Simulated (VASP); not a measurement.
Set up this calculation in VASP 6.6.1, as the native input.

```yaml
Task: relaxation of cell and atoms
Functional: PW91
Potentials_or_basis: VASP PAW PBE potentials, release 64 (Cd, O)
Cutoff: 600 eV
k_mesh: 10 × 10 × 10
Occupations: fermi-dirac, width 0.05 eV
Spin: no spin polarisation
Further_INCAR_settings: ALGO = Normal; EDIFF = 1e-06; IBRION = 2; EDIFFG = -0.01; NSW = 40; ISIF = 3
```

The structure of CdO (Monteponite) lies in POSCAR:

```
CdO
1.0
    0.0000000000      2.3495000000      2.3495000000
    2.3495000000      0.0000000000      2.3495000000
    2.3495000000      2.3495000000      0.0000000000
Cd O
1 1
Direct
    0.0000000000      0.0000000000      0.0000000000
    0.5000000000      0.5000000000      0.5000000000
```

One way to write it, as run:

INCAR

```
  PREC = Accurate
  ENCUT = 600
  EDIFF = 1E-6
  ISMEAR = -1
  SIGMA = 0.05
  LREAL = F
  LASPH = T
  NELM = 80
  ALGO = Normal
  ISIF = 3
  LWAVE = F
  LCHARG = F
  GGA = 91
  IBRION = 2
  NSW = 40
  EDIFFG = -0.01
```

KPOINTS

```
regular mesh
0
Gamma
  10 10 10
```

Potentials or basis: VASP PAW PBE potentials, release 64 (Cd, O).

Command:

```console
$ cat potpaw_PBE.64/Cd/POTCAR potpaw_PBE.64/O/POTCAR > POTCAR
$ mpirun -np 1 vasp_std > vasp.out
```

Results of the run:

| Property | Result |
| --- | --- |
| Relaxed volume | 13.62 Å³/atom |
| Relaxed cell | a = 3.377 Å, b = 3.377 Å, c = 3.377 Å, α = 60.00°, β = 60.00°, γ = 60.00° |
| Space group after relaxing (to 0.05 Å) | Fm-3m (No. 225) |
| Energy gained by relaxing | 13.6 meV/atom |
| Ionic steps | 3 |
| Pressure after relaxing | 0.0 GPa |
| Band gap on the k mesh | none (metal or under the smearing width) |

Caveat: the PAW data sets were made with another functional, which shifts forces and pressure a little; this crystal is a semiconductor, whose small gap the functional closes, so the metal is an error of the method.

Wall time 19 s on 1 thread of Intel(R) Xeon(R) 6975P-C (Granite Rapids) (shared host), peak memory 0.17 GiB.
